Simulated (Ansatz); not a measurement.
Checking a converged run of Co

The cell (2 atoms) is Co as a measured crystal structure (space group Fm-3m, primitive cell doubled). Source: COD entry 9011620; the sample's temperature and pressure aren't taken into account, and it need not be the stable phase.

These are results of DFT, PBE, PAW, plane waves, scalar-relativistic (Ansatz), not measurements.

```yaml
crystal:
  lattice:
    - [-1.7895, -3.579, -1.7895]
    - [-1.7895, 0.0, -1.7895]
    - [1.7895, 0.0, -1.7895]
  atoms:
    - { symbol: Co, position: [0.0, 0.0, 0.0], spin: 4.2 }
    - { symbol: Co, position: [0.5, 0.0, 0.5], spin: -4.2 }
magnetization:
  spin_polarized: true
hamiltonian:
  xc: pbe
  pseudopotentials: { kind: paw }
basis:
  ecutwfc: 420
kpoints:
  mp_grid: { grid: [8, 13, 10] }
scf:
  occupations: { method: fermi_dirac, width: 0.1 }
  lower_state_search: "off"
output:
  forces: true
  stress: true
```

Wall time and machine: 15 s on 2 threads of Arm Neoverse V1, with other jobs on the host, peak memory 0.48 GiB.

The end of the output:

```
SCF converged after 28 iterations
Magnetization: 0.0000 μB (17.0000 up, 17.0000 down)
Absolute magnetization: 0.0002 μB (∫|ρ↑−ρ↓|, with the PAW one-centre terms)
Spin contamination: 0.0000 ħ² per cell (⟨S²⟩ above its minimum at these occupations)
Per-site moments (μB) at R_I (Å): [(-7.3652e-5, 1.0439), (7.3652e-5, 1.0439)]
Free energy (F): -10251.827859 eV
Harris-Foulkes:  -10251.827859 eV  (|F-HF|=5.09e-11)
Internal energy: -10251.654237 eV  (E = F + TS)
E sigma→0 (E₀):  -10251.741048 eV
Entropy (-TS):   -0.173622 eV (-86.811 meV/atom)
Fermi energy:    17.315946 eV
--- Forces (eV/Å), atoms counted from 1 ---
  atom   1  Co     0.00000000     0.00000000    -0.00000000
  atom   2  Co     0.00000000     0.00000000    -0.00000000
--- Stress (GPa, compression-positive) ---
      -20.429851      -0.009248       0.139185
       -0.009248     -20.200481      -0.009248
        0.139185      -0.009248     -20.429851
  P = ⅓ Tr σ = -20.3534 GPa (-203.534 kbar)
```

The mesh has less symmetry than the lattice, which lowers the symmetry of the run.

Site moments are taken inside atomic spheres and don't add up to the total.

Question: Has the SCF ended in the lowest solution? If not, by how much is it too high?

Answer: No. A state 227 meV/atom (0.454 eV per cell) lower exists in this cell: ferromagnetic, site moments Co1 1.76, Co2 1.76 μB, total 3.38 μB per cell, no gap on the k-mesh. It was reached from: parallel moments, default search for lower states [Co1 3.00, Co2 3.00 μB]; a moment on one site alone, plain SCF [Co1 3.00 μB]. The wrong state matters: the pressure is -9.0 GPa there against -20.4 GPa here. This multiple of the primitive cell fits some opposed orders; other multiples fit others. Orders that need a larger cell or non-collinear spins weren't tried.
